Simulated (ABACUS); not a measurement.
Crystal: Os.

```
CELL_PARAMETERS angstrom
0.00000 1.94500 1.94500
1.94500 0.00000 1.94500
1.94500 1.94500 0.00000
ATOMIC_POSITIONS crystal
Os 0.00000 0.00000 0.00000
```

This isn't the form of Os at room conditions, which is hcp.

| Quantity | Value |
| --- | --- |
| Program | ABACUS 3.10.1 |
| Task | single point |
| Functional | PBE |
| Potentials or basis | PseudoDojo NC SR 0.4.1 PBE standard |
| Cutoff | 1007 eV |
| Density cutoff | 4027 eV |
| Basis | plane waves |
| k mesh | 12 × 12 × 12 |
| Occupations | fermi-dirac, width 0.05 eV |
| Spin | no spin polarisation |

On this cell: pressure -10.5 GPa; band gap on the k mesh none (metal or under the smearing width).

The same run follows on a disturbed copy (cell strained at random at fixed volume):

```
CELL_PARAMETERS angstrom
0.03202 1.94743 1.94431
1.93066 0.01867 1.95766
1.95368 1.98379 -0.00434
ATOMIC_POSITIONS crystal
Os 0.98977 0.99974 0.99869
```

Problem. What does the disturbed cell give?

Solution. The energy (extrapolated to zero smearing) moves by +15.3 meV/atom; pressure -10.1 GPa; band gap on the k mesh none (metal or under the smearing width).

Stress tensor (GPa, compression positive):
```
 -6.88  -9.04  -1.47
 -9.04 -11.75   2.66
 -1.47   2.66 -11.79
```
